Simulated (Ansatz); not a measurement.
Ir: energy less free atoms and pressure against volume scale

All results are calculated (Ansatz 0.2.0). Periodic Kohn-Sham DFT of a crystal at fixed atoms, scaled to volume_scale times the given cell; pressure positive in compression, energy less spherical unpolarised free atoms, largest_vzz the field gradient of largest size among the nuclei.

The cell before it is scaled or strained (space group Im-3m, No. 229):
```
cell vectors (Å)
  -1.5555     1.5555     1.5555
   1.5555    -1.5555     1.5555
   1.5555     1.5555    -1.5555
atoms (fractions of the cell vectors)
Ir  0.00000  0.00000  0.00000
```

Settings of every row: method all-electron LAPW; functional PBE; relativity scalar; k mesh 19x19x19; filling fermi-dirac; smearing width 0.08 eV; basis error target 1 meV/atom; nucleus gaussian.

Atom start moment: 0 on all atoms.

Limits: no spin-orbit coupling on heavy atoms; the cell comes from a prototype or a list of computed structures and needn't be the stable phase.

```csv
row,volume scale,V (Å³/atom),energy less free atoms (eV/atom),pressure (GPa)
1,0.9405,14.159,-8.5649,21.828
2,0.97,14.603,-8.6085,9.99
3,1,15.055,?,?
4,1.03,15.506,-8.6097,-8.451
5,1.06,15.958,-8.5757,-15.416
```

Question: what energy less free atoms and pressure should row 3 give?

Worked fit of energy less free atoms. Take u = (V_r/V)^(2/3) − 1 with V_r = 15.055 Å³ an atom, which is twice the finite (Eulerian) strain; such expansions in the strain, on which the Birch-Murnaghan equation of state is built, carry the rest volume and the bulk modulus. The shown rows have u = 0.04175, 0.02053, -0.01949, -0.03809. Least squares give energy less free atoms = −8.62212 + 0.0124 × u + 32.444 × u² eV/atom; a straight line predicts inner rows, each left out in turn, worse (root mean square 0.03 against 0.00082 eV/atom). The rows lie off it by 0.0002, -0.0003, 0.0003, -0.0002. Its lowest point lies at u = -0.0002, or V = 15.06 Å³ an atom, and the curvature there gives the bulk modulus at fixed shape and fractions, B = (4/9)(1 + u)² E″(u)/V = 307 GPa. The withheld row has u = 0, so the fit gives −8.62212 + 0.0124 × (0) + 32.444 × (0)² = -8.6221 eV/atom.

The calculation gave -8.6221 eV/atom. The fit meets it to the printed digit.

Worked fit of pressure. Take u = (V_r/V)^(2/3) − 1 with V_r = 15.055 Å³ an atom, which is twice the finite (Eulerian) strain; such expansions in the strain, on which the Birch-Murnaghan equation of state is built, carry the rest volume and the bulk modulus. The shown rows have u = 0.04175, 0.02053, -0.01949, -0.03809. Least squares give pressure = −0.0859 + 460.531 × u + 1534.38 × u² GPa; a straight line predicts inner rows, each left out in turn, worse (root mean square 1.4 against 0.067 GPa). The rows lie off it by 0.012, -0.026, 0.028, -0.015 (root mean square 0.021 GPa). The pressure vanishes at u = 0.0002, or V = 15.05 Å³ an atom, and there the bulk modulus at fixed shape and fractions is B = −V dP/dV = (2/3)(1 + u) dP/du = 307 GPa. The withheld row has u = 0, so the fit gives −0.0859 + 460.531 × (0) + 1534.38 × (0)² = -0.086 GPa.

The calculation gave -0.07 GPa. The fit lies 0.016 GPa (23 % of the value, 0.043 % of the column's range) below it; its largest miss of a shown row is 0.028 GPa.
